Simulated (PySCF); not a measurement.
The calculation used core-valence-separated Tamm–Dancoff BHandHLYP/aug-pcX-1 (pcseg-1 on H) in PySCF, non-relativistic, gas phase, PBE0-D3(BJ)/def2-SVP geometry. BHandHLYP without relativity tends to put these K edges a few eV too low, so spacings mean more than positions.

Main lines of an unknown, eV (oscillator strength): C K: 285.3 (0.020), 286.1 (0.048), 286.1 (0.053), 286.6 (0.015), 286.7 (0.052); O K: 533.9 (0.009), 534.2 (0.011), 534.3 (0.008), 534.4 (0.006), 535.0 (0.015). Listed: the first five lines at most of each edge with a tenth or more of its strongest line's intensity; roots within 0.03 eV on the same or equivalent atoms are summed. Only the lowest roots were sought, and the top ones are left out.

Problem. Which candidate gives them?
A. `CCOCC` (ethoxy ethane)
B. `CCCOC` (methyl propyl ether)

Solution. A. 

- `CCOCC`: C K: 285.3 (0.020), 286.1 (0.048), 286.1 (0.053), 286.6 (0.015), 286.7 (0.052); O K: 533.9 (0.009), 534.2 (0.011), 534.3 (0.008), 534.4 (0.006), 535.0 (0.015). First C line listed at 285.3 eV, hole on the methyl carbon; first O line listed at 533.9 eV, hole on the ether oxygen.
- `CCCOC`: C K: 285.3 (0.008), 285.7 (0.015), 286.0 (0.028), 286.1 (0.015), 286.1 (0.037); O K: 533.8 (0.012), 533.9 (0.006), 534.3 (0.016), 534.6 (0.002), 535.3 (0.009). First C line listed at 285.3 eV, hole on the methyl carbon; first O line listed at 533.8 eV, hole on the ether oxygen.

One conformer each; other structures than these candidates weren't tested.

Shape of the structure used: `[CH3:1][CH2:2][O:3][CH2:4][CH3:5]`: C1–C2–O3–C4 180°, C2–O3–C4–C5 180°.
